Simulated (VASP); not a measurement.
# FH in VASP: settings compared

Aim: see how the results for FH move with the level of theory and the settings. Levels: PBE+D3(BJ), PBE, RPBE, RPBE+D3(BJ). Tasks: relaxation of the atoms, vibrations by finite differences, single point.

All numbers are computed with VASP 6.6.1; they aren't measurements. Logs are shortened: lines on timing, memory, paths and dates and some standing lists are left out, and cuts for length are marked.

### 1 The molecule as given

The cell holds a molecule in a box, 2 atoms: a = 11.306 Å, b = 11.806 Å, c = 12.306 Å, α = 90.00°, β = 90.00°, γ = 90.00°.

### 2 Relaxation of the atoms, PBE+D3(BJ)

INCAR

```
SYSTEM = HF
PREC     = Accurate       ! precision mode
ENCUT    = 400            ! plane-wave cutoff, eV
EDIFF    = 1E-6           ! SCF threshold, eV
ISMEAR   = 0              ! smearing method
SIGMA    = 0.01           ! smearing width, eV
LREAL    = .False.        ! projectors in reciprocal space
LASPH    = .True.         ! aspherical terms in the spheres
NELM     = 60             ! most SCF steps
ALGO     = Normal         ! electronic algorithm
ISIF     = 2              ! what is computed and relaxed
LWAVE    = .False.        ! write WAVECAR
LCHARG   = .False.        ! write CHGCAR
GGA      = PE             ! functional
IVDW     = 12             ! dispersion correction
IBRION   = 2              ! ionic algorithm
NSW      = 120            ! ionic steps
EDIFFG   = -0.03          ! ionic threshold
ISYM     = 0
```

KPOINTS

```
Automatic mesh
0
Gamma
  1 1 1
  0 0 0
```

POSCAR

```
HF
1.0
   11.3060747373      0.0000000000      0.0000000000
    0.0000000000     11.8060747373      0.0000000000
    0.0000000000      0.0000000000     12.3060747373
F H
1 1
Selective dynamics
Direct
    0.5035393553      0.4846787687      0.5327510906  F F F
    0.4964606447      0.5237914471      0.4672489094  T T T
```

Potentials or basis: VASP PAW PBE potentials, release 64 (F, H).

The run is started by

```sh
cat potpaw_PBE.64/F/POTCAR potpaw_PBE.64/H/POTCAR > POTCAR
mpirun -np 1 vasp_gam > vasp.out
```

OUTCAR:

```text
SYSTEM = HF
   PREC = Accurate
   ENCUT = 400
   EDIFF = 1E-6
   ISMEAR = 0
   LREAL = .False.
   LASPH = .True.
   NELM = 60
   ISIF = 2
   GGA = PE
   IVDW = 12
   IBRION = 2
   NSW = 120
   EDIFFG = -0.03
   ISYM = 0
 IVDW          = 12

 ion  position               nearest neighbor table
   1  0.504  0.485  0.533-   2 0.93
   2  0.496  0.524  0.467-   1 0.93

IMPORTANT INFORMATION: All symmetrisations will be switched off!
NOSYMM: (Re-)initialisation of all symmetry stuff for point group C_1.

----------------------------------------------------------------------------------------

                                     Primitive cell

  volume of cell :    1642.6193

  direct lattice vectors                    reciprocal lattice vectors
    11.306074737  0.000000000  0.000000000     0.088448027  0.000000000  0.000000000
     0.000000000 11.806074737  0.000000000     0.000000000  0.084702157  0.000000000
     0.000000000  0.000000000 12.306074737     0.000000000  0.000000000  0.081260680

  length of vectors
    11.306074737 11.806074737 12.306074737     0.088448027  0.084702157  0.081260680

  position of ions in fractional coordinates (direct lattice)
     0.503539355  0.484678769  0.532751091
     0.496460645  0.523791447  0.467248909

  ion indices of the primitive-cell ions
   primitive index   ion index
                 1           1
                 2           2

----------------------------------------------------------------------------------------

 KPOINTS: Automatic mesh

Automatic generation of k-mesh.
 Grid dimensions read from file:
 generate k-points for:    1    1    1

 Generating k-lattice:

  Cartesian coordinates                     Fractional coordinates (reciprocal lattice)
     0.088448027  0.000000000  0.000000000     1.000000000  0.000000000  0.000000000
     0.000000000  0.084702157  0.000000000     0.000000000  1.000000000  0.000000000
     0.000000000  0.000000000  0.081260680     0.000000000  0.000000000  1.000000000

  Length of vectors
     0.088448027  0.084702157  0.081260680

  Shift w.r.t. Gamma in fractional coordinates (k-lattice)
     0.000000000  0.000000000  0.000000000

 Subroutine IBZKPT returns following result:
 ===========================================

 Found      1 irreducible k-points:

 Following reciprocal coordinates:
            Coordinates               Weight
  0.000000  0.000000  0.000000      1.000000
   k-points           NKPTS =      1   k-points in BZ     NKDIM =      1   number of bands    NBANDS=      8
   number of dos      NEDOS =    301   number of ions     NIONS =      2
   total plane-waves  NPLWV = 512000
   dimension x,y,z NGX =    80 NGY =   80 NGZ =   80
   dimension x,y,z NGXF=   160 NGYF=  160 NGZF=  160
   ions per type =               1   1
   NGX,Y,Z   is equivalent  to a cutoff of  11.76, 11.27, 10.81 a.u.
   NGXF,Y,Z  is equivalent  to a cutoff of  23.53, 22.53, 21.61 a.u.
 SYSTEM =  HF
   PREC   = accura    normal or accurate (medium, high low for compatibility)
   ISTART =      0    job   : 0-new  1-cont  2-samecut
   ICHARG =      2    charge: 1-file 2-atom 10-const
   ISPIN  =      1    spin polarized calculation?
   LNONCOLLINEAR =      F non collinear calculations
   LSORBIT =      F    spin-orbit coupling
   LASPH  =      T    aspherical Exc in radial PAW
   ENCUT  =  400.0 eV  29.40 Ry    5.42 a.u.  18.44 19.25 20.07*2*pi/ulx,y,z
   NELM   =     60;   NELMIN=  2; NELMDL= -5     # of ELM steps
   EDIFF  = 0.1E-05   stopping-criterion for ELM
   LREAL  =      F    real-space projection
   EDIFFG = -.3E-01   stopping-criterion for IOM
   NSW    =    120    number of steps for IOM
   IBRION =      2    ionic relax: 0-MD 1-quasi-New 2-CG
   NFREE  =      1    steps in history (QN), initial steepest desc. (CG)
   ISIF   =      2    stress and relaxation
   ISYM   =      0    0-nonsym 1-usesym 2-fastsym
   POTIM  = 0.5000    time-step for ionic-motion
   TEBEG  =    0.0;   TEEND  =   0.0 temperature during run
   PSTRESS=    0.0 pullay stress
   NELECT =       8.0000    total number of electrons
   NUPDOWN=      -1.0000    fix difference up-down
   EMIN   =  10.00;   EMAX   =-10.00  energy-range for DOS
   EFERMI =   0.00;   METHOD = LEGACY
   ISMEAR =     0;   SIGMA  =   0.01  broadening in eV -4-tet -1-fermi 0-gaus
   EFERMI_NEDOS =   21; number of points for ismear=-14 and -15
   IALGO  =     38    algorithm
   IMIX   =      4    mixing-type and parameters
     AMIX     =   0.40;   BMIX     =  1.00
     AMIX_MAG =   1.60;   BMIX_MAG =  1.00
  volume/ion in A,a.u.               =     821.31      5542.47
  Fermi-wavevector in a.u.,A,eV,Ry     =   0.277498  0.524394  1.047715  0.077005
  Thomas-Fermi vector in A             =   1.123268
   LORBIT       =      0    0 simple, 1 ext, 2 COOP (PROOUT), +10 PAW based schemes
   GGA     = PE    functional components
   LHFCALC =     F    Hartree Fock is set to
   AEXX    =    0.0000 exact exchange contribution
   IVDW    =    12    specifies the selected vdW correction
   LEPSILON=     F    determine dielectric tensor
   LRPA    =     F    only Hartree local field effects (RPA)
 conjugate gradient relaxation of ions
 non-spin polarized calculation
 Gauss-broadening in eV      SIGMA  =   0.01
  energy-cutoff  :      400.00
  volume of cell :     1642.62
 maximum number of plane-waves:     14950
 NGX is ok and might be reduce to    80
   NGX = 37   NGY = 39   NGZ = 41

--------------------------------------- Ionic step        1  -------------------------------------------

 number of electron       8.0000006 magnetization

 Free energy of the ion-electron system (eV)
  ---------------------------------------------------
  ext. energy  EPLUGINS =         0.00000000
  ---------------------------------------------------
  free energy    TOTEN  =        -7.89785140 eV

  energy without entropy =       -7.89785140  energy(sigma->0) =       -7.89785140

------------------------ aborting loop because EDIFF is reached ----------------------------------------

 Edisp (eV)   -0.00310

 E8    (eV) :    -0.0007

  FORCE on cell =-STRESS in cart. coord.  units (eV):
  Direction    XX          YY          ZZ          XY          YZ          ZX
  --------------------------------------------------------------------------------------
  -------------------------------------------------------------------------------------
  Total      -1.31038    -1.20466    -0.97178    -0.02100    -0.21445     0.03738
  in kB      -1.27812    -1.17500    -0.94786    -0.02049    -0.20917     0.03646
  external pressure =       -1.13 kB  Pullay stress =        0.00 kB

 VOLUME and BASIS-vectors are now :
 -----------------------------------------------------------------------------
  energy-cutoff  :      400.00
  volume of cell :     1642.62
      direct lattice vectors                 reciprocal lattice vectors
    11.306074737  0.000000000  0.000000000     0.088448027  0.000000000  0.000000000
     0.000000000 11.806074737  0.000000000     0.000000000  0.084702157  0.000000000
     0.000000000  0.000000000 12.306074737     0.000000000  0.000000000  0.081260680

 POSITION                                       TOTAL-FORCE (eV/Angst)
 -----------------------------------------------------------------------------------
      5.69305      5.72215      6.55607         0.025697     -0.153717      0.266303
      5.61302      6.18392      5.75000        -0.025697      0.153717     -0.266303
 -----------------------------------------------------------------------------------
    total drift:                               -0.000017     -0.000658     -0.001977

  FREE ENERGIE OF THE ION-ELECTRON SYSTEM (eV)
  ---------------------------------------------------
  free  energy   TOTEN  =        -7.9009514345 eV

  energy  without entropy=       -7.9009514345  energy(sigma->0) =       -7.90095143

--------------------------------------- Ionic step        2  -------------------------------------------

 number of electron       8.0000007 magnetization

------------------------ aborting loop because EDIFF is reached ----------------------------------------

 Edisp (eV)   -0.00310

 E8    (eV) :    -0.0007

  FORCE on cell =-STRESS in cart. coord.  units (eV):
  Direction    XX          YY          ZZ          XY          YZ          ZX
  --------------------------------------------------------------------------------------
  -------------------------------------------------------------------------------------
  Total      -1.31832    -1.39546    -1.54855     0.01169     0.11463    -0.01968
  in kB      -1.28586    -1.36110    -1.51043     0.01141     0.11181    -0.01919
  external pressure =       -1.39 kB  Pullay stress =        0.00 kB

 VOLUME and BASIS-vectors are now :
 -----------------------------------------------------------------------------
  energy-cutoff  :      400.00
  volume of cell :     1642.62
      direct lattice vectors                 reciprocal lattice vectors
    11.306074737  0.000000000  0.000000000     0.088448027  0.000000000  0.000000000
     0.000000000 11.806074737  0.000000000     0.000000000  0.084702157  0.000000000
     0.000000000  0.000000000 12.306074737     0.000000000  0.000000000  0.081260680

 POSITION                                       TOTAL-FORCE (eV/Angst)
 -----------------------------------------------------------------------------------
      5.69305      5.72215      6.55607        -0.044552      0.251916     -0.441625
      5.61178      6.19134      5.73715         0.044552     -0.251916      0.441625
 -----------------------------------------------------------------------------------
    total drift:                               -0.000018     -0.000529     -0.001891

  FREE ENERGIE OF THE ION-ELECTRON SYSTEM (eV)
  ---------------------------------------------------
  free  energy   TOTEN  =        -7.8993394237 eV

  energy  without entropy=       -7.8993394237  energy(sigma->0) =       -7.89933942

--------------------------------------- Ionic step        3  -------------------------------------------

 number of electron       8.0000006 magnetization

 Free energy of the ion-electron system (eV)
  ---------------------------------------------------
  ext. energy  EPLUGINS =         0.00000000
  ---------------------------------------------------
  free energy    TOTEN  =        -7.89868237 eV

  energy without entropy =       -7.89868237  energy(sigma->0) =       -7.89868237

 E-fermi :  -9.4426     XC(G=0):  -0.3009

 val. band max:       -9.5674070868   @ k =   0.0000   0.0000   0.0000
 cond. band min:      -1.0425508222   @ k =   0.0000   0.0000   0.0000
 fundamental gap:      8.5248562646
 Fermi energy:        -9.4426134200

 k-point     1 :       0.0000    0.0000    0.0000
  band No.  band energies     occupation
      1     -29.9915      2.00000
      2     -13.3131      2.00000
      3      -9.5676      2.00000
      4      -9.5674      2.00000
      5      -1.0426      0.00000
      6       0.1738      0.00000
      7       0.8014      0.00000
      8       0.8666      0.00000

------------------------ aborting loop because EDIFF is reached ----------------------------------------

 Edisp (eV)   -0.00310

 E8    (eV) :    -0.0007

  FORCE on cell =-STRESS in cart. coord.  units (eV):
  Direction    XX          YY          ZZ          XY          YZ          ZX
  --------------------------------------------------------------------------------------
  -------------------------------------------------------------------------------------
  Total      -1.31336    -1.27615    -1.18793    -0.00875    -0.09114     0.01599
  in kB      -1.28102    -1.24473    -1.15868    -0.00853    -0.08890     0.01560
  external pressure =       -1.23 kB  Pullay stress =        0.00 kB

 VOLUME and BASIS-vectors are now :
 -----------------------------------------------------------------------------
  energy-cutoff  :      400.00
  volume of cell :     1642.62
      direct lattice vectors                 reciprocal lattice vectors
    11.306074737  0.000000000  0.000000000     0.088448027  0.000000000  0.000000000
     0.000000000 11.806074737  0.000000000     0.000000000  0.084702157  0.000000000
     0.000000000  0.000000000 12.306074737     0.000000000  0.000000000  0.081260680

 POSITION                                       TOTAL-FORCE (eV/Angst)
 -----------------------------------------------------------------------------------
      5.69305      5.72215      6.55607        -0.000869     -0.000375     -0.001334
      5.61257      6.18662      5.74532         0.000869      0.000375      0.001334
 -----------------------------------------------------------------------------------
    total drift:                               -0.000024     -0.000568     -0.002030

  FREE ENERGIE OF THE ION-ELECTRON SYSTEM (eV)
  ---------------------------------------------------
  free  energy   TOTEN  =        -7.9017824550 eV

  energy  without entropy=       -7.9017824550  energy(sigma->0) =       -7.90178246

 reached required accuracy - stopping structural energy minimisation
```

Wall time 3.8 min (1 thread of AMD EPYC 7R43 (Zen 3), shared host); peak memory 0.96 GiB.

Results:

- Free energy: -7.9018 eV
- Energy gained by relaxing: 0.4 meV/atom
- Ionic steps: 3
- Gap between the frontier levels: 8.52 eV
- Dispersion energy per atom: -0.002 eV

Step by step:
| step | energy change (eV) | largest force (eV/Å) | pressure (GPa) |
| --- | --- | --- | --- |
| 1 | 0.0000 | 0.3086 | -0.11 |
| 2 | 0.0016 | 0.5104 | -0.14 |
| 3 | -0.0008 | 0.0016 | -0.12 |

Final structure:
```cif
data_structure
_symmetry_space_group_name_H-M 'P 1'
_symmetry_Int_Tables_number 1
_cell_length_a 11.3061
_cell_length_b 11.8061
_cell_length_c 12.3061
_cell_angle_alpha 90.000
_cell_angle_beta 90.000
_cell_angle_gamma 90.000
_cell_volume 1642.62
loop_
_atom_site_label
_atom_site_type_symbol
_atom_site_fract_x
_atom_site_fract_y
_atom_site_fract_z
_atom_site_occupancy
F1 F 0.50354 0.48468 0.53275 1
H1 H 0.49642 0.52402 0.46687 1
```

Levels at points of the mesh, in eV from the valence-band top:
```
           k point  band 1  band 2  band 3  band 4  band 5  band 6  band 7  band 8
(0.00, 0.00, 0.00)  -20.42   -3.75    0.00    0.00    8.52    9.74   10.37   10.43
```

Caveat: the cutoff is under 1.25 times the usual one of these potentials, so pressure, stress and relaxed cells hold a basis-set (Pulay) error. Expect the measured gap to be larger: semilocal functionals such as PBE lack the derivative discontinuity.

[end of part 1 of 3]
